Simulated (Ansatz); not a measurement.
**C: response to strain**

Aim: deform C (equal xx and yy strain of +1 %) and compute stress, forces and field gradients with LAPW, PAW and all-electron datasets made for the crystal.

Program: Ansatz 0.2.0. Level of theory: DFT PBEsol, scalar-relativistic. These are calculated values, not measurements.

6 further runs of the same task are left out: 6 that didn't finish.

### 1 Starting point

The structure is trigonal, space group R-3m (No. 166). The conventional cell has a = 2.460 Å, b = 2.460 Å, c = 33.450 Å, α = 90.00°, β = 90.00°, γ = 120.00°. C (site symmetry 3m) is surrounded by 3 C at 1.42 Å.

Coordinates:

```
CELL_PARAMETERS angstrom
1.23000 0.71014 11.15000
-1.23000 0.71014 11.15000
0.00000 -1.42028 11.15000
ATOMIC_POSITIONS crystal
C 0.05000 0.05000 0.05000
C 0.95000 0.95000 0.95000
C 0.28300 0.28300 0.28300
C 0.71700 0.71700 0.71700
```

Atoms are numbered in the order of the input: C1, C2, C3, C4.

### 2 The deformed structure

Space group R-3m before, R-3m after.

### 3 LAPW, all electrons

File input.yaml:

```yaml
crystal:
  lattice:
    - [1.2422994548, 0.7172419246, 11.15]
    - [-1.2422994548, 0.7172419246, 11.15]
    - [0.0, -1.4344838493, 11.15]
  atoms:
    - { symbol: C, position: [0.05, 0.05, 0.05] }
    - { symbol: C, position: [0.95, 0.95, 0.95] }
    - { symbol: C, position: [0.283, 0.283, 0.283] }
    - { symbol: C, position: [0.717, 0.717, 0.717] }
kpoints:
  mp_grid: { grid: [15, 15, 15] }
  band_path:
    path:
      - [0.0, 0.0, 0.0]
      - [0.5, 0.5, 0.5]
      - [0.8305747231, 0.1694252769, 0.5]
      - [0.5, -0.1694252769, 0.1694252769]
      - [0.5, 0.0, 0.0]
      - [0.0, 0.0, 0.0]
      - [0.3347126384, -0.3347126384, 0.0]
      - [0.6652873616, 0.0, 0.3347126384]
      - [0.5, 0.0, 0.5]
    npoints: 5
scf:
  occupations: { method: fermi_dirac, width: 0.08 }
hamiltonian:
  xc: pbesol
  pseudopotentials: { kind: all_electron, lapw: { basis_error: 0.001 } }
output:
  forces: true
  stress: true
  eigenvalues: true
```

Started as:

```bash
$ ansatz run input.yaml --threads 1 --pin off --max-ram 6144MiB --backend cpu --events-out ev --progress --plain --runs-dir out
```

### 4 PAW with frozen cores

File input.yaml:

```yaml
crystal:
  lattice:
    - [1.2422994548, 0.7172419246, 11.15]
    - [-1.2422994548, 0.7172419246, 11.15]
    - [0.0, -1.4344838493, 11.15]
  atoms:
    - { symbol: C, position: [0.05, 0.05, 0.05] }
    - { symbol: C, position: [0.95, 0.95, 0.95] }
    - { symbol: C, position: [0.283, 0.283, 0.283] }
    - { symbol: C, position: [0.717, 0.717, 0.717] }
kpoints:
  mp_grid: { grid: [15, 15, 15] }
scf:
  occupations: { method: fermi_dirac, width: 0.08 }
hamiltonian:
  xc: pbesol
  pseudopotentials: { kind: paw }
output:
  forces: true
  stress: true
  eigenvalues: true
  efg: { contact_densities: true }
```

### 5 All-electron PAW on datasets made for the crystal

Changes to input.yaml since step 4:

```diff
@@ -16,3 +16,3 @@
   xc: pbesol
-  pseudopotentials: { kind: paw }
+  pseudopotentials: { kind: all_electron, datasets: crystal }
 output:
```

(Steps that only read results are left out.)

What does the calculation give? Wanted: pressure; largest shear or deviatoric stress.

As calculated:

```
                                 quantity                                              value
                                 pressure  LAPW -4.96, PAW -4.94, crystal datasets -4.96 GPa
largest shear or deviatoric stress (LAPW)                                           5.32 GPa
```

In words: The largest part of the stress beyond the pressure is 5.32 GPa in size, in the zz component; the atoms are carried along and not relaxed. No run of the undeformed cell stands beside it, so the pressure holds what the given cell had before the change. PAW: stress within 0.04 GPa of LAPW, forces within 1 meV/Å. Crystal datasets: stress within 0.01 GPa of LAPW, forces within 1 meV/Å.
